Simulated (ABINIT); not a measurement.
# BAs (F-43m) in ABINIT: a series of runs

One crystal, BAs, is run at these levels: PBEsol, HCTH407, PBE+D3, LDA, PBE; tasks: equation of state, band structure.

Program: ABINIT 10.8.3 (patched build). These are calculated values, not measurements. Logs are shortened: lines on timing, memory, paths and dates and some standing lists are left out, and cuts for length are marked. The log counts tension as positive stress, the text compression.

**Measured values to compare with.**

From “Basic Physical Properties of Cubic Boron Arsenide”, 2019, arxiv:1911.11281, for a bulk crystal of BAs: bulk modulus 148 GPa.

The results are compared with them further down.

## (1) Starting point

Symmetry: F-43m, No. 216, cubic system. The conventional cell has a = 4.777 Å, b = 4.777 Å, c = 4.777 Å, α = 90.00°, β = 90.00°, γ = 90.00°. As (site symmetry -43m) is surrounded by 4 B at 2.07 Å. B (site symmetry -43m) is surrounded by 4 As at 2.07 Å.

## (2) Equation of state, PBEsol

The input, run.abi:

```
ndtset 7
getwfk -1
scalecart1 3*0.9795861087
scalecart2 3*0.9864848297
scalecart3 3*0.9932883884
scalecart4 3*1.0000000000
scalecart5 3*1.0066227096
scalecart6 3*1.0131594038
scalecart7 3*1.0196128224

pp_dirpath "./"
pseudos "As.GGA_PBE-JTH.xml, B.GGA_PBE-JTH.xml"

acell 3*1.0 Angstrom
rprim
     0.0000000000     2.3885000000     2.3885000000
     2.3885000000     0.0000000000     2.3885000000
     2.3885000000     2.3885000000     0.0000000000
ntypat 2
znucl 33 5
natom 2
typat 1 2
xred
     0.7500000000     0.7500000000     0.7500000000
     0.0000000000     0.0000000000     0.0000000000

ecut 408.170794 eV
pawecutdg 30.0

kptopt 1
ngkpt 10 10 10
nshiftk 1
shiftk 0.0 0.0 0.0

ixc -116133

nband 13
occopt 3
tsmear 0.05 eV

nstep 100
tolvrs 1.0e-9

iomode 3
prtwf 1
prtden 0
prteig 0
prtebands 0
enunit 2
```

Potentials or basis: JTH PAW PBE v2.0.

Launch:

```
abinit run.abi > log 2>&1
```

run.abo:

```text
.Version 10.8.3 of ABINIT
 DATASET    1 : space group F-4 3 m (#216); Bravais cF (face-center cubic)
================================================================================
 Values of the parameters that define the memory need for DATASET  1.
     intxc =       0    ionmov =       0      iscf =      17    lmnmax =      18
     lnmax =       6     mgfft =      24  mpssoang =       3    mqgrid =    3001
     natom =       2  nloc_mem =       2    nspden =       1   nspinor =       1
    nsppol =       1      nsym =      24    n1xccc =       1    ntypat =       2
    occopt =       3   xclevel =       2
       mpw =         495          nfft =       13824          nkpt =          47
 PAW method is used; the additional fine FFT grid is defined by:
   mgfftf=        32    nfftf =     32768
================================================================================
================================================================================
[... 71 lines left out ...]
 DATASET    7 : space group F-4 3 m (#216); Bravais cF (face-center cubic)
================================================================================
 Values of the parameters that define the memory need for DATASET  7.
     intxc =       0    ionmov =       0      iscf =      17    lmnmax =      18
     lnmax =       6     mgfft =      24  mpssoang =       3    mqgrid =    3001
     natom =       2  nloc_mem =       2    nspden =       1   nspinor =       1
    nsppol =       1      nsym =      24    n1xccc =       1    ntypat =       2
    occopt =       3   xclevel =       2
       mpw =         552          nfft =       13824          nkpt =          47
 PAW method is used; the additional fine FFT grid is defined by:
   mgfftf=        36    nfftf =     46656
================================================================================
================================================================================

--------------------------------------------------------------------------------
------------- Echo of variables that govern the present computation ------------
--------------------------------------------------------------------------------
 -outvars: echo values of preprocessed input variables --------
            acell      1.8897261259E+00  1.8897261259E+00  1.8897261259E+00 Bohr
              amu      7.49215900E+01  1.08110000E+01
             ecut      1.50000000E+01 Hartree
           enunit           2
           getwfk          -1
              ixc     -116133
           jdtset        1    2    3    4    5    6    7
         kptrlatt       10    0    0      0   10    0      0    0   10
          kptrlen1     6.25290353E+01
          kptrlen2     6.29693952E+01
          kptrlen3     6.34036806E+01
          kptrlen4     6.38320968E+01
          kptrlen5     6.42548383E+01
          kptrlen6     6.46720892E+01
          kptrlen7     6.50840244E+01
            natom           2
[... 139 lines left out ...]
 basis_size (lnmax)=  4 (lmn_size=  8), orbitals=   0   0   1   1
 Spheres core radius: rc_sph= 1.70616958
 Shapefunction is SIN type: shapef(r)=[sin(pi*r/rshp)/(pi*r/rshp)]**2
 Radius for shape functions =  1.40269776
 Compensation charge density is not taken into account in XC energy/potential

   4.97343271E+02                                ecore*ucvol(ha*bohr**3)
--------------------------------------------------------------------------------

================================================================================

--- !BeginCycle
iteration_state: {dtset: 1, }
solver: {iscf: 17, nstep: 100, nline: 4, wfoptalg: 10, }
tolerances: {tolvrs: 1.00E-09, }
...
[... 1100 lines left out ...]
 getcut: wavevector=  0.0000  0.0000  0.0000  ngfft=  36  36  36
         ecut(hartree)=     30.000   => boxcut(ratio)=   2.24338

 getcut : COMMENT -
  Note that boxcut > 2.2 ; recall that boxcut=Gcut(box)/Gcut(sphere) = 2
  is sufficient for exact treatment of convolution.
  Such a large boxcut is a waste : you could raise ecut
  e.g. ecut=   37.745568 Hartrees makes boxcut=2

--------------------------------------------------------------------------------

-inwffil : will read wavefunctions from disk file runo_DS6_WFK.nc

================================================================================
[... 147 lines left out ...]
-Cartesian components of stress tensor (GPa)         [Pressure= -7.7954E+00 GPa]
- sigma(1 1)=  7.79542081E+00  sigma(3 2)=  0.00000000E+00
- sigma(2 2)=  7.79542081E+00  sigma(3 1)=  0.00000000E+00
- sigma(3 3)=  7.79542081E+00  sigma(2 1)=  0.00000000E+00

== END DATASET(S) ==============================================================
================================================================================

 -outvars: echo values of variables after computation  --------
            acell      1.8897261259E+00  1.8897261259E+00  1.8897261259E+00 Bohr
           etotal1    -1.1669900999E+02
           etotal2    -1.1669991515E+02
           etotal3    -1.1670039917E+02
           etotal4    -1.1670050005E+02
           etotal5    -1.1670025391E+02
           etotal6    -1.1669969972E+02
           etotal7    -1.1669886202E+02
            fcart1     2.3788794759E-30  1.9031035807E-30 -5.2335348470E-30
                      -2.3788794759E-30 -1.9031035807E-30  5.2335348470E-30
            fcart2     9.4489736434E-31  9.4489736434E-31 -2.8346920930E-30
                      -9.4489736434E-31 -9.4489736434E-31  2.8346920930E-30
            fcart3     4.6921263071E-31 -4.6921263071E-31  4.6921263071E-31
                      -4.6921263071E-31  4.6921263071E-31 -4.6921263071E-31
            fcart4     1.8642538311E-30  4.1945711199E-30 -1.8642538311E-30
                      -1.8642538311E-30 -4.1945711199E-30  1.8642538311E-30
            fcart5    -9.2599432404E-30  3.7039772962E-30  5.5559659443E-30
                       9.2599432404E-30 -3.7039772962E-30 -5.5559659443E-30
[... 38 lines left out ...]
                       0.0000000000E+00  0.0000000000E+00  0.0000000000E+00
           xangst1     3.5096121309E+00  3.5096121309E+00  3.5096121309E+00
                       0.0000000000E+00  0.0000000000E+00  0.0000000000E+00
           xangst2     3.5343285236E+00  3.5343285236E+00  3.5343285236E+00
                       0.0000000000E+00  0.0000000000E+00  0.0000000000E+00
           xangst3     3.5587039735E+00  3.5587039735E+00  3.5587039735E+00
                       0.0000000000E+00  0.0000000000E+00  0.0000000000E+00
           xangst4     3.5827500000E+00  3.5827500000E+00  3.5827500000E+00
                       0.0000000000E+00  0.0000000000E+00  0.0000000000E+00
           xangst5     3.6064775128E+00  3.6064775128E+00  3.6064775128E+00
                       0.0000000000E+00  0.0000000000E+00  0.0000000000E+00
           xangst6     3.6298968540E+00  3.6298968540E+00  3.6298968540E+00
                       0.0000000000E+00  0.0000000000E+00  0.0000000000E+00
           xangst7     3.6530178395E+00  3.6530178395E+00  3.6530178395E+00
                       0.0000000000E+00  0.0000000000E+00  0.0000000000E+00
             xred      7.5000000000E-01  7.5000000000E-01  7.5000000000E-01
                       0.0000000000E+00  0.0000000000E+00  0.0000000000E+00
 Calculation completed.
```

Wall time 65 s (1 thread of Arm Neoverse V2, shared host); peak memory 0.13 GiB.

Results:

- Equilibrium volume: 13.57 Å³/atom
- Bulk modulus: 140 GPa
- Pressure derivative of the bulk modulus: 4.1

Energy against volume, from the lowest point:
| volume (Å³/atom) | energy (meV/atom) |
| --- | --- |
| 12.809 | 20.27 |
| 13.081 | 7.96 |
| 13.354 | 1.37 |
| 13.626 | 0.00 |
| 13.899 | 3.35 |
| 14.171 | 10.89 |
| 14.444 | 22.29 |

Caveat: pressures at fixed basis lie under the slope of the energies; the PAW data sets were made with another functional, which shifts forces and pressure a little.

## (3) Band structure, HCTH407

The input, run.abi:

```
# Datasets: ground state, then fixed potential
ndtset 2

# Pseudopotentials
pp_dirpath "./"
pseudos "As.GGA_PBE-JTH.xml, B.GGA_PBE-JTH.xml"

# Structure
acell 3*1.0
rprim
     0.0000000000     4.5136108487     4.5136108487
     4.5136108487     0.0000000000     4.5136108487
     4.5136108487     4.5136108487     0.0000000000
ntypat 2
znucl 33 5
natom 2
typat 1 2
xred
     0.7500000000     0.7500000000     0.7500000000
     0.0000000000     0.0000000000     0.0000000000

# Plane-wave basis
ecut 15.0
pawecutdg 30.0

# Exchange and correlation
ixc 27

# Bands and occupations
occopt 3
tsmear 0.00183747

# SCF cycle
nstep 100

# Output
iomode 3
prtwf 0
prteig 0
prtebands 0
enunit 1
prtden1 1

# Dataset 1
kptopt1 1
ngkpt1 10 10 10
nshiftk1 1
shiftk1 0.0 0.0 0.0
nband1 13
tolvrs1 1.0e-9

# Dataset 2: bands along G-X-W-K-G-L-U-W-L-K
iscf2 -2
getden2 1
nband2 17
nbdbuf2 2
tolwfr2 1.0e-12
kptopt2 -9
ndivsm2 8
prteig2 1
prtvol2 -3
kptbounds2
     0.0000000000     0.0000000000     0.0000000000
     0.5000000000     0.0000000000     0.5000000000
     0.5000000000     0.2500000000     0.7500000000
     0.3750000000     0.3750000000     0.7500000000
     0.0000000000     0.0000000000     0.0000000000
     0.5000000000     0.5000000000     0.5000000000
     0.6250000000     0.2500000000     0.6250000000
     0.5000000000     0.2500000000     0.7500000000
     0.5000000000     0.5000000000     0.5000000000
     0.3750000000     0.3750000000     0.7500000000
```

Potentials or basis: JTH PAW PBE v2.0.

Launch:

```
abinit run.abi > log 2>&1
```

Run time: 32 s. Hardware: 1 thread of Arm Neoverse V2, shared host; peak memory 0.11 GiB.

It converged, with:

```yaml
Free_energy: -3200.4151 eV
Pressure: 2.5 GPa
Band_gap_on_the_k_mesh: 1.41 eV, indirect (least direct gap 3.27 eV)
Band_gap_along_the_path: 1.41 eV, indirect (least direct gap 3.27 eV)
Valence_electrons_inside_the_program's_atomic_spheres: As 12.84; B 1.79
```

Levels at the corners of the path, in eV from the valence-band top:
```tsv
point	band 7	band 8	band 9	band 10	band 11	band 12
Γ	0.00	0.00	0.00	3.27	3.27	3.27
X	-8.56	-4.05	-4.05	1.67	1.72	11.48
W	-8.13	-5.36	-5.08	5.53	5.98	7.06
K	-8.19	-5.81	-3.46	2.28	5.72	9.26
Γ	0.00	0.00	0.00	3.27	3.27	3.27
L	-8.71	-1.83	-1.83	2.74	4.86	4.86
U	-8.19	-5.81	-3.46	2.28	5.72	9.26
W	-8.13	-5.36	-5.08	5.53	5.98	7.06
L	-8.71	-1.83	-1.83	2.74	4.86	4.86
K	-8.19	-5.81	-3.46	2.28	5.72	9.26
```

Caveat: the PAW data sets were made with another functional, which shifts forces and pressure a little.

## (4) Equation of state, PBE+D3

The input, run.abi:

```
ndtset 7
getwfk -1
scalecart1 3*0.9795861087
scalecart2 3*0.9864848297
scalecart3 3*0.9932883884
scalecart4 3*1.0000000000
scalecart5 3*1.0066227096
scalecart6 3*1.0131594038
scalecart7 3*1.0196128224

pp_dirpath "./"
pseudos "As.GGA_PBE-JTH.xml, B.GGA_PBE-JTH.xml"

acell 6.3832096775 6.3832096775 6.3832096775
rprim
     0.0000000000     0.7071067812     0.7071067812
     0.7071067812     0.0000000000     0.7071067812
     0.7071067812     0.7071067812     0.0000000000
ntypat 2
znucl 33 5
natom 2
typat 1 2
xred
     0.7500000000     0.7500000000     0.7500000000
     0.0000000000     0.0000000000     0.0000000000

ecut 15.0
pawecutdg 30.0

kptopt 1
ngkpt 10 10 10
nshiftk 1
shiftk 0.0 0.0 0.0

ixc 11
vdw_xc 6

nband 13
occopt 3
tsmear 0.05 eV

nstep 100
tolvrs 1.0e-9

iomode 3
prtwf 1
prtden 0
prteig 0
prtebands 0
enunit 1
```

Launch:

```
abinit run.abi > log 2>&1
```

Wall time 51 s (1 thread of Arm Neoverse V2, shared host); peak memory 0.13 GiB.

The run converged. Its results:

* Equilibrium volume: 13.68 Å³/atom
* Bulk modulus: 135 GPa
* Pressure derivative of the bulk modulus: 4.2

Energy against volume, from the lowest point:
```tsv
volume (Å³/atom)	energy (meV/atom)
12.809	26.01
13.081	11.80
13.354	3.30
13.626	0.00
13.899	1.38
14.171	6.93
14.444	16.28
```

Caveat: pressures at fixed basis lie under the slope of the energies.

## (5) Equation of state, LDA

The input, run.abi:

```
# Datasets: one volume each
ndtset 7
getwfk -1
scalecart1 3*0.9795861087
scalecart2 3*0.9864848297
scalecart3 3*0.9932883884
scalecart4 3*1.0000000000
scalecart5 3*1.0066227096
scalecart6 3*1.0131594038
scalecart7 3*1.0196128224

# Pseudopotentials
pp_dirpath "./"
pseudos "As.LDA_PW-JTH_sp.xml, B.LDA_PW-JTH.xml"

# Structure
acell 3*1.0 Angstrom
rprim
     0.0000000000     2.3885000000     2.3885000000
     2.3885000000     0.0000000000     2.3885000000
     2.3885000000     2.3885000000     0.0000000000
ntypat 2
znucl 33 5
natom 2
typat 1 2
xred
     0.7500000000     0.7500000000     0.7500000000
     0.0000000000     0.0000000000     0.0000000000

# Plane-wave basis
ecut 408.170794 eV
pawecutdg 30.0

# k points
kptopt 1
ngkpt 10 10 10
nshiftk 1
shiftk 0.0 0.0 0.0

# Exchange and correlation
ixc 7

# Bands and occupations
nband 8
occopt 3
tsmear 0.05 eV

# SCF cycle
nstep 100
tolvrs 1.0e-9

# Output
iomode 3
prtwf 1
prtden 0
prteig 0
prtebands 0
```

Potentials or basis: JTH PAW LDA v2.0 sp.

Launch:

```
abinit run.abi > log 2>&1
```

Wall time 27 s (1 thread of Arm Neoverse V2, shared host); peak memory 0.11 GiB.

Results (log left out):

```yaml
Equilibrium_volume: 13.33 Å³/atom
Bulk_modulus: 148 GPa
Pressure_derivative_of_the_bulk_modulus: 4.1
```

Energy against volume, from the lowest point:
| volume (Å³/atom) | energy (meV/atom) |
| --- | --- |
| 12.809 | 9.85 |
| 13.081 | 2.11 |
| 13.354 | 0.00 |
| 13.626 | 2.98 |
| 13.899 | 10.56 |
| 14.171 | 22.24 |
| 14.444 | 37.65 |

Caveat: pressures at fixed basis lie under the slope of the energies; this set keeps more shells in the core, which shifts pressures and gaps. LDA usually gives volumes a few per cent too small.

[end of part 1 of 2]
